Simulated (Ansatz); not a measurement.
Mg: single point with r2SCAN50

The system is Mg.

```
Mg
1.0
     3.17683    0.00000    0.00000
    -1.58841    2.75121    0.00000
     0.00000    0.00000   10.31886
Mg
4
Direct
  0.66667 0.33333 0.75000
  0.00000 0.00000 0.50000
  0.33333 0.66667 0.25000
  0.00000 0.00000 0.00000
```

```
Program             : Ansatz 0.2.0
Task                : single point
Functional          : r2SCAN50
Potentials or basis : Ansatz PAW
Cutoff              : 500 eV (not typed: the program's choice for these potentials)
k mesh              : 5 × 5 × 2
Occupations         : fermi-dirac, width 0.05 eV
Spin                : no spin polarisation
```

* Pressure: 0.2 GPa
* Band gap on the k mesh: none (metal or under the smearing width)

Stress tensor (GPa, compression positive):
```
-0.24  0.00  0.00
 0.00 -0.24  0.00
 0.00  0.00  1.10
```

Levels at points of the mesh, in eV from the Fermi level:
```
            k point  band 18  band 19  band 20  band 21  band 22  band 23
 (0.00, 0.00, 0.00)    -7.85    -7.82    -2.61    -1.75     7.37     7.39
(0.00, 0.00, -0.50)    -9.24    -5.55    -5.55     2.92     2.92    11.81
```

Wall time 21 s on 2 threads of Intel(R) Xeon(R) Platinum 8488C (Sapphire Rapids), on a shared host, peak memory 1.2 GiB.

Caveat: the k mesh is coarse (spacing up to 0.46 Å⁻¹), so the values aren't converged, least of all with exact exchange; the PAW data sets come from PBE, with cores solved anew for the run's functional, which leaves a small shift of forces and pressure; the thresholds are loose for stress.
